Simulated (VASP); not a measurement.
# Te (P3_121) in VASP: a series of runs, part 3 of 3

VASP 6.6.1. Earlier steps stand in the parts before.

### 5 Relaxation of shape and atoms at fixed volume, PBE (a relaxed cell with its volume scaled by 0.96)

INCAR reads:

```
PREC = Accurate
ENCUT = 600
EDIFF = 1E-7
ISMEAR = 0
SIGMA = 0.03
LREAL = False
LASPH = True
NELM = 80
ALGO = Fast
ISIF = 4
LWAVE = False
LCHARG = False
GGA = PE
IBRION = 2
NSW = 40
EDIFFG = -0.01
```

KPOINTS reads:

```
regular mesh
0
Gamma
  9 9 6
```

POSCAR reads:

```
Te                                      
1.0
    4.4537762523     -0.0000000000     -0.0000000000
   -2.2268881261      3.8570833773      0.0000000000
    0.0000000000      0.0000000000      5.8738228255
  Te            
     3
Direct
     0.2690373692055651    0.0000000000000000    0.3333333332999970
     0.0000000000000000    0.2690373692055651    0.6666666667000030
     0.7309626307944349    0.7309626307944349    1.0000000000000000
```

Potentials or basis: VASP PAW PBE potentials, release 64 (Te).

The run is started by

```
cat potpaw_PBE.64/Te/POTCAR > POTCAR
mpirun -np 1 vasp_std > vasp.out
```

OUTCAR:

```text
PREC = Accurate
   ENCUT = 600
   EDIFF = 1E-7
   ISMEAR = 0
   LREAL = False
   LASPH = True
   NELM = 80
   ISIF = 4
   GGA = PE
   IBRION = 2
   NSW = 40
   EDIFFG = -0.01

 ion  position               nearest neighbor table
   1  0.269  0.000  0.333-   3 2.85   2 2.85   3 3.46   3 3.46   2 3.46   2 3.46
   2  0.000  0.269  0.667-   3 2.85   1 2.85   3 3.46   3 3.46   1 3.46   1 3.46
   3  0.731  0.731  0.000-   1 2.85   2 2.85   1 3.46   2 3.46   2 3.46   1 3.46

  LATTYP: Found a hexagonal cell.
 ALAT       =     4.4537762523
 C/A-ratio  =     1.3188410223

  Lattice vectors:

 A1 = (   4.4537762523,   0.0000000000,   0.0000000000)
 A2 = (  -2.2268881261,   3.8570833773,   0.0000000000)
 A3 = (   0.0000000000,   0.0000000000,   5.8738228255)

Analysis of symmetry for initial positions (statically):
=====================================================================
 Subroutine PRICEL returns:
 Original cell was already a primitive cell.

 Routine SETGRP: Setting up the symmetry group for a
 hexagonal supercell.

 Subroutine GETGRP returns: Found  6 space group operations
 (whereof  2 operations were pure point group operations)
 out of a pool of 24 trial point group operations.

The static configuration has the point symmetry C_2 .
 The point group associated with its full space group is D_3 .

Analysis of symmetry for dynamics (positions and initial velocities):
=====================================================================
 Subroutine PRICEL returns:
 Original cell was already a primitive cell.

 Routine SETGRP: Setting up the symmetry group for a
 hexagonal supercell.

 Subroutine GETGRP returns: Found  6 space group operations
 (whereof  2 operations were pure point group operations)
 out of a pool of 24 trial point group operations.

The dynamic configuration has the point symmetry C_2 .
 The point group associated with its full space group is D_3 .

 Subroutine INISYM returns: Found  6 space group operations
[... 144 lines left out ...]
  ---------------------------------------------------
  ext. energy  EPLUGINS =         0.00000000
  ---------------------------------------------------
  free energy    TOTEN  =        -9.40586629 eV

  energy without entropy =       -9.40586629  energy(sigma->0) =       -9.40586629

------------------------ aborting loop because EDIFF is reached ----------------------------------------

  FORCE on cell =-STRESS in cart. coord.  units (eV):
  Direction    XX          YY          ZZ          XY          YZ          ZX
  --------------------------------------------------------------------------------------
  -------------------------------------------------------------------------------------
  Total        1.0906476      1.0906476      1.6397426      0.0000000     -0.0000000     -0.0000000
  in kB       17.3175619     17.3175619     26.0362238      0.0000000     -0.0000000     -0.0000000
  external PRESSURE =      20.2237825 kB  Pullay stress =       0.0000000 kB
[... 209 lines left out ...]
--------------------------------------- Ionic step        7  -------------------------------------------

 number of electron      17.9999998 magnetization

 Free energy of the ion-electron system (eV)
  ---------------------------------------------------
  ext. energy  EPLUGINS =         0.00000000
  ---------------------------------------------------
  free energy    TOTEN  =        -9.42034577 eV

  energy without entropy =       -9.42034044  energy(sigma->0) =       -9.42034311

 E-fermi :   6.1338     XC(G=0):  -9.1253

 val. band max:        6.0743736816   @ k =   0.3333   0.3333   0.5000
 cond. band min:       6.1882745462   @ k =   0.3333   0.3333   0.5000
 fundamental gap:      0.1139008645
 Fermi energy:         6.1337814861

 k-point     1 :       0.0000    0.0000    0.0000
  band No.  band energies     occupation
      1      -7.5305      2.00000
      2      -4.2740      2.00000
      3      -4.2740      2.00000
      4       3.1033      2.00000
      5       3.4167      2.00000
      6       3.4167      2.00000
      7       4.3731      2.00000
      8       4.3731      2.00000
      9       5.0928      2.00000
     10       7.0480      0.00000
     11       7.0480      0.00000
     12       7.6624      0.00000
     13      11.0395      0.00000
[... 354 lines left out ...]
  band No.  band energies     occupation
      1      -6.8547      2.00000
      2      -5.0545      2.00000
      3      -3.6927      2.00000
      4       1.2193      2.00000
      5       1.8102      2.00000
      6       2.7349      2.00000
      7       4.1555      2.00000
      8       4.9440      2.00000
      9       5.4893      2.00000
     10       6.8461      0.00000
     11       7.3637      0.00000
     12       7.8354      0.00000
     13       9.7208      0.00000

 [... further k-points ...]

------------------------ aborting loop because EDIFF is reached ----------------------------------------

  FORCE on cell =-STRESS in cart. coord.  units (eV):
  Direction    XX          YY          ZZ          XY          YZ          ZX
  --------------------------------------------------------------------------------------
  -------------------------------------------------------------------------------------
  Total        0.5515984      0.5515984      0.5704429      0.0000000     -0.0000000     -0.0000000
  in kB        8.7584115      8.7584115      9.0576289      0.0000000     -0.0000000     -0.0000000
  external PRESSURE =       8.8581507 kB  Pullay stress =       0.0000000 kB
[... 18 lines left out ...]
  FREE ENERGIE OF THE ION-ELECTRON SYSTEM (eV)
  ---------------------------------------------------
  free  energy   TOTEN  =        -9.4203457706 eV

  energy  without entropy=       -9.4203404401  energy(sigma->0) =       -9.42034311

 reached required accuracy - stopping structural energy minimisation
```

OSZICAR:

```text
N       E                     dE             d eps       ncg     rms          rms(c)
DAV:   1     0.865819157714E+02    0.86582E+02   -0.72684E+03  1612   0.125E+03
DAV:   2    -0.321511921527E+01   -0.89797E+02   -0.86134E+02  2156   0.165E+02
[... 64 lines left out ...]
DAV:   1    -0.942039039059E+01   -0.79852E-04   -0.19556E-02  1612   0.793E-01    0.775E-02
RMM:   2    -0.942036322480E+01    0.27166E-04   -0.50111E-04  1612   0.154E-01    0.403E-02
RMM:   3    -0.942034438587E+01    0.18839E-04   -0.11345E-04  1612   0.714E-02    0.125E-02
RMM:   4    -0.942034540916E+01   -0.10233E-05   -0.13122E-05  1612   0.298E-02    0.104E-02
RMM:   5    -0.942034572606E+01   -0.31690E-06   -0.35268E-06  1620   0.152E-02    0.158E-03
RMM:   6    -0.942034577060E+01   -0.44533E-07   -0.85757E-07  1596   0.744E-03
   7 F= -.94203458E+01 E0= -.94203431E+01  d E =-.110017E-03
```

It took 3.5 min on 1 thread of AMD EPYC 9R45 (Zen 5), shared host; peak memory 0.26 GiB.

Results:

| Quantity | Value |
| --- | --- |
| Free energy | -9.4203 eV |
| Energy gained by relaxing | 4.8 meV/atom |
| Ionic steps | 7 |
| Pressure after relaxing | 0.9 GPa |
| Largest force after relaxing | 0.005 eV/Å |
| Band gap on the k mesh | 0.11 eV, direct |

Forces in eV/Å, atoms in the order of the input:
```
Te  -0.005  0.000  0.000
Te   0.002 -0.004  0.000
Te   0.002  0.004  0.000
```

Step by step:
| step | energy change (eV) | largest force (eV/Å) | pressure (GPa) |
| --- | --- | --- | --- |
| 1 | 0.0000 | 0.2162 | 2.02 |
| 2 | -0.0081 | 0.1413 | 1.63 |
| 3 | -0.0143 | 0.0230 | 0.97 |
| 4 | -0.0144 | 0.0126 | 0.91 |
| 5 | -0.0144 | 0.0092 | 0.89 |
| 6 | -0.0144 | 0.0053 | 0.89 |
| 7 | -0.0145 | 0.0047 | 0.89 |

Final structure:
```cif
data_structure
_symmetry_space_group_name_H-M 'P 1'
_symmetry_Int_Tables_number 1
_cell_length_a 4.4215
_cell_length_b 4.4215
_cell_length_c 5.9599
_cell_angle_alpha 90.000
_cell_angle_beta 90.000
_cell_angle_gamma 120.000
_cell_volume 100.90
loop_
_atom_site_label
_atom_site_type_symbol
_atom_site_fract_x
_atom_site_fract_y
_atom_site_fract_z
_atom_site_occupancy
Te1 Te 0.27695 0.00000 0.33333 1
Te2 Te 0.00000 0.27695 0.66667 1
Te3 Te 0.72305 0.72305 0.00000 1
```

Caveat: spin-orbit coupling is left out, which moves the levels of the heavy elements; an odd mesh through Γ misses points on the zone boundary, where band edges often lie.

### 6 Relaxation of shape and atoms at fixed volume, PBE (a relaxed cell with its volume scaled by 0.98)

INCAR is that of step 5.

KPOINTS is that of step 5.

POSCAR reads:

```
Te                                      
1.0
    4.4844929212     -0.0000000000     -0.0000000000
   -2.2422464606      3.8836847929      0.0000000000
    0.0000000000      0.0000000000      5.9143332285
  Te            
     3
Direct
     0.2690373692055651    0.0000000000000000    0.3333333332999970
     0.0000000000000000    0.2690373692055651    0.6666666667000030
     0.7309626307944349    0.7309626307944349    1.0000000000000000
```

Potentials or basis: VASP PAW PBE potentials, release 64 (Te).

The run is started by

```
cat potpaw_PBE.64/Te/POTCAR > POTCAR
mpirun -np 1 vasp_std > vasp.out
```

It took 2.1 min on 1 thread of AMD EPYC 9R45 (Zen 5), shared host; peak memory 0.26 GiB.

Results (log left out):

| Property | Result |
| --- | --- |
| Free energy | -9.4288 eV |
| Energy gained by relaxing | 1.2 meV/atom |
| Ionic steps | 3 |
| Pressure after relaxing | 0.4 GPa |
| Largest force after relaxing | 0.009 eV/Å |
| Band gap on the k mesh | 0.15 eV, direct |

Forces on the atoms (eV/Å):
```
Te   0.009  0.000  0.000
Te  -0.005  0.008  0.000
Te  -0.005 -0.008  0.000
```

The path:
| step | energy change (eV) | largest force (eV/Å) | pressure (GPa) |
| --- | --- | --- | --- |
| 1 | 0.0000 | 0.1031 | 0.96 |
| 2 | -0.0019 | 0.0703 | 0.78 |
| 3 | -0.0035 | 0.0092 | 0.43 |

Final structure:
```yaml
crystal:
  lattice:
    - [4.46528, 0.00000, 0.00000]
    - [-2.23264, 3.86704, 0.00000]
    - [0.00000, 0.00000, 5.96535]
  atoms:
    - { symbol: Te, position: [0.27239, 0.00000, 0.33333] }
    - { symbol: Te, position: [0.00000, 0.27239, 0.66667] }
    - { symbol: Te, position: [0.72761, 0.72761, 0.00000] }
```

Levels at points of the mesh, in eV from the valence-band top:
```tsv
k point	band 7	band 8	band 9	band 10	band 11	band 12
(0.00, 0.00, 0.00)	-1.65	-1.65	-0.87	0.98	0.98	1.58
(0.00, 0.00, 0.50)	-1.28	-0.97	-0.97	0.44	0.44	0.44
```

Caveat: spin-orbit coupling is left out, which moves the levels of the heavy elements; an odd mesh through Γ misses points on the zone boundary, where band edges often lie.

### 7 Overview

| task | cell | gap on the mesh (eV) | pressure (GPa) |
| --- | --- | --- | --- |
| relaxation of cell and atoms | relaxed | 0.21 | 0.0 |
| relaxation of shape and atoms at fixed volume | atoms relaxed at fixed volume from: a relaxed cell with its volume scaled by 0.94 | 0.06 | 1.5 |
| relaxation of shape and atoms at fixed volume | atoms relaxed at fixed volume from: a relaxed cell with its volume scaled by 0.96 | 0.11 | 0.9 |
| relaxation of shape and atoms at fixed volume | atoms relaxed at fixed volume from: a relaxed cell with its volume scaled by 0.98 | 0.15 | 0.4 |

Alike in all rows: level PBE; potentials or basis VASP PAW PBE potentials, release 64 (Te); no spin polarisation; k mesh 9 × 9 × 6; cutoff (eV) 600; smearing gaussian 0.03 eV.

Caveats: spin-orbit coupling is left out, which moves the levels of the heavy elements; an odd mesh through Γ misses points on the zone boundary, where band edges often lie.

Absolute energies hang on the potentials; compare differences alone.
